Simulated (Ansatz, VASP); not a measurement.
InH3 in VASP and in Ansatz

File INCAR:

```
PREC = Accurate ; ENCUT = 520
EDIFF = 1E-6 ; ISMEAR = 0
SIGMA = 0.1 ; LREAL = F
LASPH = T ; NELM = 100
ALGO = Normal ; ISIF = 2
LWAVE = F ; LCHARG = T
GGA = PE ; LELF = T
LVHAR = T ; NBANDS = 16
```

File KPOINTS:

```
Automatic mesh
0
Gamma
  6 6 4
```

The input POSCAR:

```
InH3
1.0
    3.0501716000      0.0000000000      0.0000000000
   -1.5250858000      2.6415260900      0.0000000000
    0.0000000000      0.0000000000      5.3397050500
In H
1 3
Direct
    0.0000000000      0.0000000000      0.5000000000
    0.5000000000      0.0000000000      0.0000000000
    0.0000000000      0.5000000000      0.0000000000
    0.5000000000      0.5000000000      0.0000000000
```

Input for Ansatz:

```yaml
crystal:
  lattice:
    - [3.0501716, 0.0, 0.0]
    - [-1.5250858, 2.64152609, 0.0]
    - [0.0, 0.0, 5.33970505]
  atoms:
    - { symbol: In, position: [0.0, 0.0, 0.5] }
    - { symbol: H, position: [0.5, 0.0, 0.0] }
    - { symbol: H, position: [0.0, 0.5, 0.0] }
    - { symbol: H, position: [0.5, 0.5, 0.0] }
basis:
  ecutwfc: 420
kpoints:
  mp_grid: { grid: [6, 6, 4] }
hamiltonian:
  xc: pbe
scf:
  occupations: { method: gaussian, width: 0.1 }
  lower_state_search: "off"
output:
  forces: true
  stress: true
  eigenvalues: true
```

Alike in both runs: task single point; functional PBE; k mesh 6 × 6 × 4; occupations gaussian, width 0.1 eV; no spin polarisation.

|  | VASP | Ansatz |
| --- | --- | --- |
| version | VASP 6.6.1 | Ansatz 0.2.0 |
| potentials or method | VASP PAW PBE potentials, release 64 (In_d, H) | scalar-relativistic, plane waves, PAW |
| plane-wave cutoff (eV) | 520 | 420 |
| valence electrons in the cell | 16 | 16 |

Ansatz gave:

| Property | Result |
| --- | --- |
| gap on the k mesh at the Fermi level (eV) | none |
| pressure (GPa) | -4.3 |
| largest component of the traceless stress (GPa) | 2.96 |

Estimate VASP's values.

gap on the k mesh at the Fermi level (eV): none; pressure (GPa): -4.4; largest component of the traceless stress (GPa): 2.98.

A gap of «none» marks a metal or a gap that the smearing closes.

Caveats: the k mesh is coarse (spacing up to 0.40 Å⁻¹), so the values aren't converged.
